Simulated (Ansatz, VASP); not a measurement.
**Cross-check of Al2O3 between VASP and Ansatz**

One calculation is typed for both programs; each brings its own data sets. How far apart do they land? Of the first pair: The structure shown is frame 237 of Ansatz's trajectory.

Calculated with Ansatz 0.2.0; plane waves, with VASP 6.6.1 beside it; single point at PBE.

## (1) The starting structure

The cell holds 120 atoms: 48 Al and 72 O. Cell: a = 11.162 Å, b = 11.162 Å, c = 11.162 Å, α = 90.0°, β = 90.0°, γ = 90.0°. As first built, before any earlier steps moved the atoms (in the runner's words): 120 atoms (48 Al, 72 O) placed at random at 2.92 g/cm^3, melted at 3360 K for 5 ps at fixed volume with the Morse and Coulomb pair potential with partial charges (Pedone, Malavasi, Menziani, Cormack and Segre, J. Phys. Chem. B 110, 11780 (2006)). Snapshot at the end of a hold of 8 ps at 2400 K and fixed volume.

## (2) Ansatz: dynamics, PBE

Ansatz runs on its default PAW (the set named soft_2) files.

One frame of this run of dynamics is then solved in both programs, so the motion causes no difference.

Input file input.yaml:

```yaml
crystal:
  lattice:
    - [11.1615, 0.0, 0.0]
    - [0.0, 11.1615, 0.0]
    - [0.0, 0.0, 11.1615]
  atoms:
    - { symbol: Al, position: [0.56427, 0.86158, 0.26571] }
    - { symbol: Al, position: [0.43168, 0.43046, 0.22682] }
    - { symbol: Al, position: [0.01426, 0.62812, 0.91328] }
    - { symbol: Al, position: [0.35741, 0.78034, 0.69979] }
    - { symbol: Al, position: [0.80077, 0.05216, 0.66309] }
    - { symbol: Al, position: [0.33529, 0.07872, 0.21796] }
    - { symbol: Al, position: [0.18105, 0.12052, 0.48332] }
    - { symbol: Al, position: [0.35864, 0.69288, 0.31229] }
    - { symbol: Al, position: [0.88668, 0.41787, 0.6082] }
    - { symbol: Al, position: [0.88828, 0.3343, 0.83924] }
    - { symbol: Al, position: [0.8356, 0.80575, 0.88652] }
    - { symbol: Al, position: [0.79096, 0.66951, 0.6171] }
    - { symbol: Al, position: [0.44359, 0.27159, 0.48371] }
    - { symbol: Al, position: [0.9893, 0.44736, 0.10359] }
    - { symbol: Al, position: [0.06045, 0.65454, 0.63417] }
    - { symbol: Al, position: [0.98096, 0.93163, 0.53285] }
    - { symbol: Al, position: [0.32427, 0.0683, 0.95115] }
    - { symbol: Al, position: [0.65666, 0.34482, 0.39621] }
    - { symbol: Al, position: [0.5018, 0.08863, 0.73809] }
    - { symbol: Al, position: [0.75361, 0.53952, 0.87128] }
    - { symbol: Al, position: [0.04977, 0.19693, 0.28257] }
    - { symbol: Al, position: [0.58779, 0.64456, 0.42664] }
    - { symbol: Al, position: [0.39763, 0.99223, 0.5192] }
    - { symbol: Al, position: [0.21525, 0.85054, 0.38224] }
    - { symbol: Al, position: [0.67045, 0.03136, 0.46941] }
    - { symbol: Al, position: [0.77987, 0.78193, 0.15362] }
    - { symbol: Al, position: [0.59011, 0.13906, 0.2072] }
    - { symbol: Al, position: [0.13425, 0.57657, 0.34309] }
    - { symbol: Al, position: [0.68251, 0.47529, 0.152] }
    - { symbol: Al, position: [0.25505, 0.29329, 0.08677] }
[... 84 atom lines left out ...]
    - { symbol: O, position: [0.34383, 0.13531, 0.39179] }
    - { symbol: O, position: [0.44514, 0.91278, 0.63752] }
    - { symbol: O, position: [0.70512, 0.20549, 0.79451] }
    - { symbol: O, position: [0.32398, 0.74348, 0.4444] }
    - { symbol: O, position: [0.09237, 0.60302, 0.78614] }
    - { symbol: O, position: [0.60801, 0.34309, 0.54888] }
kpoints:
  mp_grid: { grid: [1, 1, 1] }
hamiltonian:
  xc: pbe
scf:
  occupations: { method: fermi_dirac, width: 0.207 }
output:
  forces: true
  stress: true
md:
  timestep: 2.0
  n_steps: 700
  ensemble: nvt_nose_hoover
  temperature: 2400
  initial_velocities: maxwell_boltzmann
  seed: 7
```

On the command line:

```sh
ansatz run input.yaml --threads 8 --pin off --max-ram 15360MiB --backend cpu --events-out ev --progress --plain --runs-dir out
```

Numbers of over 12 decimals in the logs are rounded to 6 here.

The log of the run:

```text
Warning: md: disabling space-group detection — thermal motion breaks the input geometry's symmetry, so no spatial operation reduces the k-mesh or symmetrises the density; time reversal is kept, so that k and −k are solved as one point where they differ and the mesh holds both, and exact exchange and, on two spinor components, a DFT+U term hold to it where the run has them: on two components no moment then forms, and  [...]
Warning: output.stress: scf.convergence.dr2_threshold = 1e-7 eV (the SCF's general default) is looser than the 1.08e-8 eV advised for a printed stress (1e-10 eV for each atom of the cell: 120, of which 108 are counted). What an SCF threshold leaves in a stress goes as its square root, and in the free energy as the threshold itself, and one threshold admits the most on a small cell: [figures from the program's tests c [...]
band count auto-derived: 425 (N_el = 576.0; filled up to band 288; 408 by the electrons, moments and atoms)
Engine: ansatz 0.2.0, aarch64-unknown-linux-gnu
Pseudopotentials: kind: paw
Pseudopotential: Al, paw, valence charge 3, recommended cutoff 420 eV (normal), Al.paw.azcp
Pseudopotential: O, paw, valence charge 6, recommended cutoff 420 eV (normal), O.paw.azcp
Functional definition: PBE
  parameter kappa = 0.804
  parameter beta = 0.066725
  exchange = pbe_x(kappa = kappa, mu = beta*pi^2/3)
  correlation = pbe_c(beta = beta)
Crystal: 120 atoms, lattice volume = 1390.489 Å³
Basis set: ecut = 420 eV, 27201 PW (Γ), exchange–correlation on 150×150×150 points (8 copies of the dense FFT grid, shifted against one another)
Bands: 425, of which v1, the nominal top of the filled ones, is band 288 counted from 1 (287 counted from 0)
Symmetry: 1 space group operations
k-points: 1
Non-local potential: Al, projectors of the file, l = 0: 2, l = 1: 2, l = 2: 1
Non-local potential: O, projectors of the file, l = 0: 2, l = 1: 2, l = 2: 1
PAW form: soft (Blöchl's): semilocal exchange-correlation on the pseudo side does not see the compensation charge
PAW one-centre angular grid: Al, 110 points (default); XC on 64 Gauss nodes
PAW one-centre angular grid: O, 110 points (default); XC on 64 Gauss nodes
Initial density: superposition of atomic densities (neutral atoms: chi_scale 0, normalization atom), corrected by the library's trained network
Initial wavefunctions: pseudopotential atomic-orbital guess
Functional: x = pbe(κ = 0.804, μ = 0.219515), c = pbe(β = 0.066725)
SCF iter   1: F=—  HF=-66763.788378 eV  |F-HF|=—  |Δ(HF+E_count)|=         —  Δρ=3.58e-3  dr2=2.81e-1  ethr=1.77e-3  ⟨swp⟩=5.0  Hψ=1805  notcnv=0  defer=62
preconditioner: auto → Resta (q_TF=auto, 2.356 Å⁻¹)  ε∞=3.5  [insulator: Δε(μ)=1.324 eV  Ē_g=14.988 eV  σ=0.207 eV  W_gap=0.92  n_scr=304 (ndim 8)  ℏωp=23.9 eV  f_vac=0.051  D(μ)=1.08/eV (n_scr^D=0)  ε∞_Penn≈3.5]
SCF iter   2: F=—  HF=-66763.746814 eV  |F-HF|=—  |Δ(HF+E_count)|=   4.16e-2  Δρ=2.08e-3  dr2=5.94e-2  ethr=4.87e-5  ⟨swp⟩=3.0  Hψ=731  notcnv=0  defer=62
SCF iter   3: F=—  HF=-66763.745026 eV  |F-HF|=—  |Δ(HF+E_count)|=   1.79e-3  Δρ=9.81e-4  dr2=2.28e-2  ethr=1.03e-5  ⟨swp⟩=2.0  Hψ=590  notcnv=0  defer=62
SCF iter   4: F=—  HF=-66763.745079 eV  |F-HF|=—  |Δ(HF+E_count)|=   5.34e-5  Δρ=7.55e-4  dr2=9.98e-3  ethr=3.95e-6  ⟨swp⟩=2.0  Hψ=568  notcnv=0  defer=62
SCF iter   5: F=—  HF=-66763.743985 eV  |F-HF|=—  |Δ(HF+E_count)|=   1.09e-3  Δρ=2.73e-4  dr2=1.05e-3  ethr=1.73e-6  ⟨swp⟩=2.0  Hψ=706  notcnv=0  defer=62
SCF iter   6: F=—  HF=-66763.744117 eV  |F-HF|=—  |Δ(HF+E_count)|=   1.32e-4  Δρ=1.24e-4  dr2=2.01e-4  ethr=1.83e-7  ⟨swp⟩=2.0  Hψ=573  notcnv=0  defer=62
SCF iter   7: F=—  HF=-66763.744123 eV  |F-HF|=—  |Δ(HF+E_count)|=   6.44e-6  Δρ=3.28e-5  dr2=1.81e-5  ethr=3.50e-8  ⟨swp⟩=2.0  Hψ=589  notcnv=0  defer=62
SCF iter   8: F=—  HF=-66763.741687 eV  |F-HF|=—  |Δ(HF+E_count)|=   2.44e-3  Δρ=1.91e-5  dr2=5.09e-6  ethr=3.14e-9  ⟨swp⟩=2.0  Hψ=640  notcnv=0  defer=62
[...]
SCF iter   6: F=—  HF=-66768.212312 eV  |F-HF|=—  |Δ(HF+E_count)|=   1.52e-4  Δρ=7.93e-5  dr2=8.29e-5  ethr=2.51e-7  ⟨swp⟩=2.0  Hψ=561  notcnv=0
SCF iter   7: F=—  HF=-66768.210407 eV  |F-HF|=—  |Δ(HF+E_count)|=   1.90e-3  Δρ=4.34e-5  dr2=2.40e-5  ethr=1.44e-8  ⟨swp⟩=2.0  Hψ=632  notcnv=0
SCF iter   8: F=—  HF=-66768.210416 eV  |F-HF|=—  |Δ(HF+E_count)|=   8.83e-6  Δρ=1.43e-5  dr2=2.76e-6  ethr=4.17e-9  ⟨swp⟩=2.0  Hψ=563  notcnv=0
SCF iter   9: F=—  HF=-66768.210417 eV  |F-HF|=—  |Δ(HF+E_count)|=   9.00e-7  Δρ=6.26e-6  dr2=5.21e-7  ethr=4.80e-10  ⟨swp⟩=2.0  Hψ=631  notcnv=0
SCF iter  10: F=—  HF=-66768.210417 eV  |F-HF|=—  |Δ(HF+E_count)|=   2.99e-7  Δρ=2.57e-6  dr2=1.01e-7  ethr=1.74e-11  ⟨swp⟩=4.0  Hψ=1223  notcnv=0
SCF iter  11: F=-66768.210417 eV  HF=-66768.210417 eV  |F-HF|=6.07e-8  |Δ(HF+E_count)|=   1.36e-7  Δρ=2.78e-6  dr2=9.49e-8  ethr=1.74e-11  ⟨swp⟩=4.0  Hψ=1118  notcnv=0
SCF 701 converged in 11 iterations: F = -66768.210417 eV  dr2 = 9.49e-8
  greatest PAW one-centre occupation: 0.873 electrons in one spin orbital (limit 2), on the O atom at site 92 (counted from 0), in its partial waves of l = 0
md step   700: t =  1400.00 fs  T =  2584.9 K  F+E_penalty+E_count = -66768.21041743 eV  E_kin = 39.760750 eV  conserved = -66726.93097068 eV  P_inst = 4.4600 GPa  (11 SCF iters)
SCF converged after 11 iterations
Free energy (F): -66768.210417 eV
Harris-Foulkes:  -66768.210417 eV  (|F-HF|=6.07e-8)
Internal energy: -66768.060485 eV  (E = F + TS)
E sigma→0 (E₀):  -66768.135451 eV
Entropy (-TS):   -0.149932 eV (-1.249 meV/atom)
Fermi energy:    6.356322 eV
--- Per-component energies (eV) ---
  E_band       = -1066.140987
  E_kinetic    = 13977.722598
  E_local      = -32088.483754  (includes V_loc(G=0)·N_el)
  E_nonlocal   = 3916.719357
  E_hartree    = 12081.502117
  E_xc         = -7283.054207
  E_vxc        = -8251.784835  (∫ρ·V_xc dr)
  E_paw        = -33847.195765  (= ΣΔE_a)
  E_vpaw       = -2783.485875  (= ΣTr[D̂ρ^β])
  E_aug_tail   = 0.179431  (compensation charges beyond the density's cutoff)
  E_ewald      = -23525.450264
  E_smearing   = -0.149932  (= −TS)
  E_closure    = 0.000000  (closes the sum)
  Σ components = -66768.210417   (vs F -66768.210417, Δ=0.00e0)
--- Forces (eV/Å), atoms counted from 1 ---
  atom   1  Al    -2.43796601    -2.62212921    -0.19256270
  atom   2  Al    -1.36153844     1.90163455     0.23461646
  atom   3  Al     1.30122731     1.27875785     1.63165682
  atom   4  Al    -0.48068734     0.36941619    -0.59010157
  atom   5  Al    -1.16662728    -2.34353702     0.23298085
  atom   6  Al     1.81067165    -0.43944904     3.72015446
  atom   7  Al     3.66185220     2.43333897    -0.18804694
  atom   8  Al    -2.29599022    -0.97871327    -0.64065551
  atom   9  Al    -0.68406559     0.09297482    -0.80614132
  atom  10  Al    -0.30049925     2.09508737    -2.76793243
  atom  11  Al    -0.67522614    -0.07728778    -2.28699605
  atom  12  Al     2.41429000    -3.02032465     0.65773731
  atom  13  Al    -1.19311370    -4.32809521     0.86770439
  atom  14  Al    -2.28106215    -1.16045658    -1.93640215
  atom  15  Al     3.75772428    -1.91669055     1.82611746
  atom  16  Al     0.63630871    -1.94377335    -3.12070759
  atom  17  Al    -1.88489429     2.78641477    -1.73839936
  atom  18  Al     0.61265790     1.55407878     2.08153019
  atom  19  Al    -4.57669758    -1.03620003    -0.72845898
  atom  20  Al    -1.22325769     0.46108066    -1.55766663
  atom  21  Al    -3.82435029     2.47896651    -0.51992012
  atom  22  Al    -1.14152391     5.10440655     0.67406415
  atom  23  Al    -3.64596362    -2.31835033    -0.02005466
  atom  24  Al     3.74824598     2.24222446     1.18279062
[...]
atom 113  O      1.22530830    -1.14155613    -0.02322491
  atom 114  O      3.47911712    -0.17891628     1.71696488
  atom 115  O      0.47237875     0.03245237     0.81974960
  atom 116  O     -1.35352651     2.96834476     0.36856614
  atom 117  O      2.96856316     1.50170306    -1.91225170
  atom 118  O      1.54603257    -0.90299814    -1.16889952
  atom 119  O     -3.26067685     1.37312959    -0.14104587
  atom 120  O      3.52277676     1.64954348    -2.46893173
  max |Σ_I F_I| component: 1.68e-4 eV/Å
--- Stress (GPa, compression-positive) ---
        4.285171      -1.570371       0.699194
       -1.570369       0.520685       1.751450
        0.699194       1.751445      -0.665625
  P = ⅓ Tr σ = 1.3801 GPa (13.801 kbar)
--- MD trajectory: 700 steps, t = 0.0 → 1400.0 fs ---
  final state: T = 2584.9 K   F+E_penalty+E_count = -66768.21041743 eV   E_kin = 39.760750 eV
  conserved energy: peak-to-peak 2.228e-1 eV (1.857e-3 eV/atom) over 1400.0 fs
```

Reading the cycles: dr2 is the Hartree energy of the density residual (eV), the measure of convergence; HF is the Harris–Foulkes estimate of the energy, which meets the free energy F at convergence.

## (3) VASP: single point, PBE, pair 1

The same cell, functional, mesh and smearing now go to VASP, with its own data sets.

Lines of VASP's logs that name or quote its potential files are left out, and so is its time.

Input file INCAR:

```
SYSTEM = Al2O3
PREC = Accurate
ENCUT = 520
EDIFF = 1E-06
NELM = 120
ISMEAR = -1
SIGMA = 0.207
LREAL = Auto
ALGO = Normal
GGA = PE
NBANDS = 384
LORBIT = 11
LWAVE = .FALSE.
LCHARG = .FALSE.
ISIF = 2
LASPH = .TRUE.
GGA_COMPAT = .FALSE.
EFERMI = MIDGAP
NCORE = 4
```

Input file POSCAR:

```
Al2O3
1.0
   11.1615000000      0.0000000000      0.0000000000
    0.0000000000     11.1615000000      0.0000000000
    0.0000000000      0.0000000000     11.1615000000
Al O
48 72
Direct
    0.6098105093      0.7157998477      0.3339604892
    0.4905523451      0.3388075080      0.1817318461
    0.9602562380      0.5836670698      0.9159073601
    0.3628454957      0.8032970479      0.6443667966
    0.8032522510      0.0990458272      0.6568024011
    0.3219728531      0.0796756708      0.2709402858
    0.2255700399      0.2036016664      0.5114724723
    0.3033642432      0.6740312682      0.2501187116
    0.8569457510      0.4163329302      0.6026878108
    0.9634905703      0.3262643910      0.9179232182
    0.8538726874      0.8745150741      0.8893338709
    0.8266182861      0.6892353178      0.6637548717
    0.4726336066      0.3309411817      0.4995296331
    0.0092102316      0.4294494468      0.1675939614
    0.0419208888      0.5707566187      0.6655557049
    0.9378219773      0.9007570667      0.5693679165
    0.2961877884      0.0670340008      0.9265510908
    0.6711553107      0.3773955114      0.3580432738
    0.5144469829      0.1192850423      0.7575325897
    0.7205393540      0.5035792680      0.8403529991
    0.0365542266      0.2385700847      0.3202974511
    0.4201764996      0.5153429199      0.3708282937
    0.4599650585      0.9753886126      0.4998521704
    0.2116830175      0.9255924383      0.4108497962
    0.7429377772      0.9590019263      0.3812211620
    0.7778345204      0.7569950276      0.1570129463
    0.5851274470      0.0949245173      0.1874837611
    0.1234153116      0.5544505667      0.3761859965
    0.6744702773      0.5270886530      0.1583568517
    0.2051247592      0.2710477982      0.0784392779
[... 84 atom lines left out ...]
    0.4227926354      0.0620794696      0.3908435246
    0.5164986785      0.0167450611      0.6384625722
    0.6746405053      0.1651838911      0.7438605922
    0.3238453613      0.9043766519      0.5403395601
    0.0971643596      0.5905926623      0.8214756081
    0.6289477221      0.2711911481      0.4727590378
```

Input file KPOINTS:

```
Automatic mesh
0
Gamma
1 1 1
0 0 0
```

The projector-augmented-wave data sets are Al and O (PBE family, release 64).

On the command line:

```sh
mpirun -np 16 vasp_gam
```

The log of the run:

```text
[banner, memory and clock lines left out]
running   16 mpi-ranks, on    1 nodes
[...]
LDA part: xc-table for (Slater+PW92), standard interpolation
 POSCAR, INCAR and KPOINTS ok, starting setup
[...]
entering main loop
       N       E                     dE             d eps       ncg     rms          rms(c)
DAV:   1     0.490553686247E+04    0.49055E+04   -0.33372E+05   776   0.147E+03
DAV:   2    -0.503505649141E+03   -0.54090E+04   -0.51752E+04   952   0.352E+02
DAV:   3    -0.961892138285E+03   -0.45839E+03   -0.45388E+03   904   0.107E+02
DAV:   4    -0.970584958128E+03   -0.86928E+01   -0.86547E+01   904   0.160E+01
[...]
DAV:  16    -0.831172472392E+03   -0.28818E-05   -0.10785E-04   848   0.290E-02    0.128E-02
DAV:  17    -0.831172473251E+03   -0.85904E-06   -0.33813E-05   920   0.128E-02    0.804E-03
DAV:  18    -0.831172473538E+03   -0.28706E-06   -0.75168E-06   840   0.596E-03
   1 F= -.83117247E+03 E0= -.83107930E+03  d E =-.186338E+00
```

OUTCAR, selected parts (step 3):

```text
  Total        2.9541057     58.4268516     29.7361425     17.1174217    -11.3412388    -13.2251863
  in kB        3.4038383     67.3217468     34.2631684     19.7233754    -13.0678273    -15.2385867
  external PRESSURE =      34.9962512 kB  Pullay stress =       0.0000000 kB

 POSITION                                       TOTAL-FORCE (eV/Angst)
 -----------------------------------------------------------------------------------
      6.80640      7.98940      3.72750         3.397704      3.781952      0.069795
      5.47530      3.78160      2.02840        -2.802278      2.465206     -1.285216
     10.71790      6.51460     10.22290         1.902019     -0.272679      2.458562
[...]
9.77200      9.91910      4.60540         3.496297     -0.316818      2.524730
      8.00190      7.47780      5.60010        -2.553106      0.479431      1.229462
      8.56890      9.32830      8.09770        -1.509652     -1.219318     -1.320328
      6.46440      0.54350     10.12580        -1.859621      3.726989     -3.178685
     10.35670      8.98830      2.11680         1.613724     -0.691169     -1.957551
      3.11910      6.24890      3.71460        -0.857435     -4.473112      3.457375
      5.02030      4.08150      3.65510        -0.380001      1.000369      3.023706
     11.14350     10.53510      9.99010         1.780568     -1.908183      0.211981
      2.17990      2.12210      7.32430        -0.264994      0.846277      3.405810
     10.93810      6.49850      0.86510         2.176743      1.795372     -0.718825
[...]
-----------------------------------------------------------------------------------
    total drift:                                0.016809     -0.007737      0.014826

  FREE ENERGIE OF THE ION-ELECTRON SYSTEM (eV)
  ---------------------------------------------------
  free  energy   TOTEN  =      -831.1724735376 eV

  energy  without entropy=     -830.9861358533  energy(sigma->0) =     -831.07930470

[... 3 further parts left out ...]
[key lines of the parts left out:]
E-fermi :   5.2577
```

The run ends at a pressure of 3.50 GPa, with forces up to 9.8 eV/Å.

## (4) Differences

Known differences besides the potentials themselves: the cutoff is 420 eV in Ansatz and 520 eV in VASP (PREC = Accurate, projectors in real space). Total energies have different zeros and are not compared.

Forces on 7 of the 120 atoms, those with the largest forces and the largest differences (eV/Å; atoms numbered as in POSCAR):

| atom | Ansatz x, y, z | VASP x, y, z |
| --- | --- | --- |
| Al8 | 0.115, 5.462, -3.023 | 0.125, 5.534, -3.059 |
| Al24 | -2.845, -1.786, 6.568 | -2.880, -1.807, 6.704 |
| Al29 | 1.318, -2.735, -8.633 | 1.359, -2.769, -8.758 |
| Al37 | 2.016, -5.234, 3.764 | 2.038, -5.279, 3.817 |
| O61 | 3.821, -0.219, -6.306 | 3.878, -0.262, -6.429 |
| O83 | 1.523, 0.087, 9.558 | 1.517, 0.082, 9.679 |
| O106 | -5.959, -1.223, 0.984 | -6.031, -1.253, 0.982 |

The forces differ by 29 meV/Å r.m.s., which is 1.4 % of the r.m.s. force of 2.169 eV/Å (both taken over all components).

## (5) Ansatz: dynamics, PBE

One frame of this run of dynamics is then solved in both programs, so the motion causes no difference.

The structure compared here is frame 474 of Ansatz's trajectory.

input.yaml is that of step 2.

On the command line:

```sh
ansatz run input.yaml --threads 8 --pin off --max-ram 15360MiB --backend cpu --events-out ev --progress --plain --runs-dir out
```

The log of the run:

```text
[...]
Crystal: 120 atoms, lattice volume = 1390.489 Å³
Basis set: ecut = 420 eV, 27201 PW (Γ), exchange–correlation on 150×150×150 points (8 copies of the dense FFT grid, shifted against one another)
Bands: 425, of which v1, the nominal top of the filled ones, is band 288 counted from 1 (287 counted from 0)
Symmetry: 1 space group operations
k-points: 1
[...]
atom 120  O      3.52277676     1.64954348    -2.46893173
  max |Σ_I F_I| component: 1.68e-4 eV/Å
--- Stress (GPa, compression-positive) ---
        4.285171      -1.570371       0.699194
       -1.570369       0.520685       1.751450
        0.699194       1.751445      -0.665625
  P = ⅓ Tr σ = 1.3801 GPa (13.801 kbar)
--- MD trajectory: 700 steps, t = 0.0 → 1400.0 fs ---
[...]
conserved energy: peak-to-peak 2.228e-1 eV (1.857e-3 eV/atom) over 1400.0 fs
[key lines of the parts left out:]
SCF converged after 11 iterations
Free energy (F): -66768.210417 eV
Fermi energy:    6.356322 eV
```

(Continued in part 2 of 2.)

[Lines on the potential files, build, host, timing and source positions are cut from VASP's logs without a mark.]

[Logs are printed without paths, hosts, clocks, repeated set-up lines and the standing remarks that a program may print on its own settings, such as how far it seeks lower states.]

[Hosts, paths, dates, database ids (printed as entryN), source tags and the programs' standing remarks are cut or masked in the printed files.]
